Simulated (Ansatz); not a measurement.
The system is AlCu.

```
CELL_PARAMETERS angstrom
0.00000 2.25677 2.25677
2.25677 0.00000 2.25677
2.25677 2.25677 0.00000
ATOMIC_POSITIONS crystal
Al 0.75000 0.75000 0.75000
Cu 0.00000 0.00000 0.00000
```

The cell was built by a generator and needn't be a form met in nature.

* Program: Ansatz 0.2.0
* Task: relaxation of cell and atoms
* Functional: HSEsol
* Potentials or basis: Ansatz PAW
* Cutoff: 420 eV (not typed: the program's choice for these potentials)
* k mesh: 5 × 5 × 5
* Occupations: fermi-dirac, width 0.05 eV
* Spin: no spin polarisation

At the start: volume 11.49 Å³/atom.

**Question.** How do energy, volume and symmetry change on relaxing?

**Answer.** It ends after 13 steps and the volume is 20.70 Å³/atom (+80.1 %); space group F-43m (No. 216, to 0.05 Å).

The path:
```csv
step,energy change (eV),largest force (eV/Å),volume (Å³)
1,0.0000,0.0000,22.99
2,-1.7885,0.0000,26.52
3,-2.8549,0.0000,30.39
4,-3.3608,0.0000,34.62
5,-3.4221,0.0000,36.83
6,-3.5958,0.0000,36.83
7,-3.6691,0.0000,38.90
8,-3.6954,0.0000,41.02
9,-3.6958,0.0000,41.42
10,-3.6958,0.0000,41.47
11,-3.6982,0.0000,41.47
12,-3.6982,0.0000,41.40
13,-3.6982,0.0000,41.40
```

Final structure:
```yaml
crystal:
  lattice:
    - [0.00000, 2.74568, 2.74568]
    - [2.74568, 0.00000, 2.74568]
    - [2.74568, 2.74568, 0.00000]
  atoms:
    - { symbol: Al, position: [0.75000, 0.75000, 0.75000] }
    - { symbol: Cu, position: [0.00000, 0.00000, 0.00000] }
```

Caveat: the k mesh is coarse (spacing up to 0.48 Å⁻¹), so the values aren't converged, least of all with exact exchange; the volume moved by over 15 % at a fixed basis, so the end points are rough; the plane-wave basis is chosen anew once the cell has moved, so the energies of steps on either side of that aren't comparable; the PAW data sets come from PBE, with cores solved anew for the run's functional, which leaves a small shift of forces and pressure.
